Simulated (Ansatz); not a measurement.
Input and command of a calculation in Ansatz (plane waves; scalar-relativistic PAW potentials unless the input names others):

```yaml
crystal:
  lattice:
    - [-1.469879149, 1.469879149, 1.469879149]
    - [1.469879149, -1.469879149, 1.469879149]
    - [1.469879149, 1.469879149, -1.469879149]
  atoms:
    - { symbol: Cr, position: [0.0, 0.0, 0.0] }
basis:
  ecutwfc: 420
kpoints:
  mp_grid: { grid: [20, 20, 20] }
hamiltonian:
  xc: pbe
  pseudopotentials: { kind: nc }
scf:
  occupations: { method: gaussian, width: 0.1 }
  max_iter: 50
output:
  forces: true
  eigenvalues: true
  stress: true
magnetization:
  spin_polarized: true
  spin_orbit: true
```

```bash
ansatz run input.yaml --threads 1 --pin off --max-ram 2560MiB --backend cpu --events-out ev --progress --plain --runs-dir out
```

Problem. What is wrong with this input?

Solution. The program refuses it, because of spin-orbit coupling on scalar files and without noncollinear: true (magnetization: not typed → {"spin_polarized": true, "spin_orbit": true}; hamiltonian.pseudopotentials: not typed → {"kind": "nc"}). Without those keys it is accepted.

Abridged log:
```
Error: 2 input errors — fix all and re-run
  1. inconsistent input (magnetization.spin_orbit, magnetization.noncollinear): true requires noncollinear: true — spin–orbit coupling acts on 2-spinor wavefunctions; set both flags
  2. inconsistent input (magnetization.spin_orbit, hamiltonian.pseudopotentials.kind): true requires a fully-relativistic hamiltonian.pseudopotentials.kind (nc_fr or paw_fr), or kind: all_electron without datasets and azcp, which then solves Dirac's equation on LAPW. paw_fr resolves this project's PAW files (source: ansatz) by j as it reads them
```